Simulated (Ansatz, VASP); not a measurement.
Pb in VASP and in Ansatz

Contents of INCAR:

```
SYSTEM = Pb
ALGO = Normal
EDIFF = 1E-6
ENCUT = 520
GGA = RP
ISIF = 2
ISMEAR = -1
LASPH = .True.
LCHARG = .False.
LREAL = .False.
LWAVE = .False.
NBANDS = 13
NELM = 100
PREC = Accurate
SIGMA = 0.1
```

Contents of KPOINTS:

```
k-points
0
Gamma
  12 12 12
  0 0 0
```

POSCAR

```
Pb
1.0
   -2.0247897331      2.0247897331      2.0247897331
    2.0247897331     -2.0247897331      2.0247897331
    2.0247897331      2.0247897331     -2.0247897331
Pb
1
Direct
    0.0000000000      0.0000000000      0.0000000000
```

Input for Ansatz:

```yaml
crystal:
  lattice:
    - [-2.0247897331, 2.0247897331, 2.0247897331]
    - [2.0247897331, -2.0247897331, 2.0247897331]
    - [2.0247897331, 2.0247897331, -2.0247897331]
  atoms:
    - { symbol: Pb, position: [0.0, 0.0, 0.0] }
hamiltonian:
  xc: rpbe
  pseudopotentials:
    kind: paw
    azcp:
      Pb: "pseudopotentials/Pb.paw.azcp"
basis:
  ecutwfc: 420
  fft_grid_basis: typed
kpoints:
  mp_grid: { grid: [12, 12, 12], shift: [0, 0, 0] }
magnetization:
  spin_polarized: false
scf:
  occupations: { method: fermi_dirac, width: 0.1 }
  lower_state_search: "off"
output:
  stress: true
```

Alike in both runs: task single point; functional RPBE; k mesh 12 × 12 × 12; occupations fermi-dirac, width 0.1 eV; no spin polarisation.

|  | VASP | Ansatz |
| --- | --- | --- |
| version | VASP 6.6.1 | Ansatz 0.2.0 |
| potentials or method | VASP PAW PBE potentials, release 64 (Pb_d) | plane waves (420 eV) with PAW, scalar-relativistic |
| plane-wave cutoff (eV) | 520 | 420 |
| valence electrons in the cell | 14 | 14 |

|  | VASP | Ansatz | Ansatz less VASP |
| --- | --- | --- | --- |
| pressure (GPa) | 0.1 | 0.2 | +0.03 |

Caveats: the PAW data sets were made with another functional, which shifts forces and pressure a little (VASP). The runs have no spin-orbit coupling, so splittings on Pb are missing.
